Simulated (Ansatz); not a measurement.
SnO₂: energy along a strain

SnO₂, P4_2/mnm, a = 4.828 Å, c = 3.238 Å. Ansatz: PBE, PAW, 420 eV, Γ-centred 6×6×8 mesh on 6 atoms, Gaussian smearing 0.05 eV; no spin polarisation. Cell vectors (Å): 4.828 0.000 0.000; 0.000 4.828 0.000; 0.000 0.000 3.238. The cell is strained by x per cent times the pattern (0 0 0 0 1 0) in the order xx yy zz yz xz xy (engineering shears), with fractional coordinates held. y is the free energy over the start, V0 = 12.578 Å³/atom. Symmetry makes y even in x.

| x (%) | y (meV/atom) |
| --- | --- |
| -6.00 | ? |
| -3.00 | 3.45 |
| 0.00 | 0.00 |
| 0.75 | 0.19 |
| 1.50 | 0.85 |
| 2.25 | 1.92 |
| 3.75 | 5.40 |
| 4.50 | 7.78 |
| 5.25 | 10.60 |

**Question.** Fit y = c2 x² + c4 x⁴ to the other rows, get the stiffness along the pattern, and predict the missing energy.

**Answer.** Least squares on the rows shown. y = 0.3820 x² + 9.845×10⁻⁵ x⁴. The clamped-ion stiffness p·C·p = 2 × 3.820 eV × 160.2 / 12.578 Å³ = 97 GPa, which is C55 in these axes. At x = -6.00 the fit asked for gives 13.88 meV/atom. The run gave 13.86 meV/atom, so the fit is 0.02 meV/atom too high, within twice the rms miss on the fitted rows (0.01 meV/atom).

Cost: 9 runs of about 2.3 core-minutes in all, on Arm Neoverse V1 (shared hosts).